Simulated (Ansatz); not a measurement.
A run of Ansatz 0.2.0:

Contents of input.yaml:

```yaml
crystal:
  lattice:
    - [0.0, 2.2535006075, 2.2535006075]
    - [2.2535006075, 0.0, 2.2535006075]
    - [2.2535006075, 2.2535006075, 0.0]
  atoms:
    - { symbol: Ga, position: [0.0, 0.0, 0.0] }
    - { symbol: "N", position: [0.25, 0.25, 0.25] }
hamiltonian:
  xc: { exchange: pbe, correlation: pbe, exx: { coeff: 0.25, omega: 0.1 } }
  pseudopotentials: { kind: paw }
kpoints:
  mp_grid: { grid: [5, 5, 5] }
scf:
  occupations: { method: fermi_dirac, width: 0.05 }
output:
  forces: true
  stress: true
  eigenvalues: true
```

Potentials or basis: Ansatz PAW.

Command:

```bash
$ ansatz run input.yaml --threads 2 --pin off --max-ram 5632MiB --backend cpu --events-out ev --progress --plain --runs-dir out
```

Hardware: 2 threads of AMD EPYC 7R13 Processor (Zen 3) (shared host).

Q: Estimate the wall time of this run.

A: It took 11 s on 2 threads of AMD EPYC 7R13 Processor (Zen 3) (shared host), peak memory 0.67 GiB. Counts: scf iterations 11, plane waves 459, k points 10, bands 13.
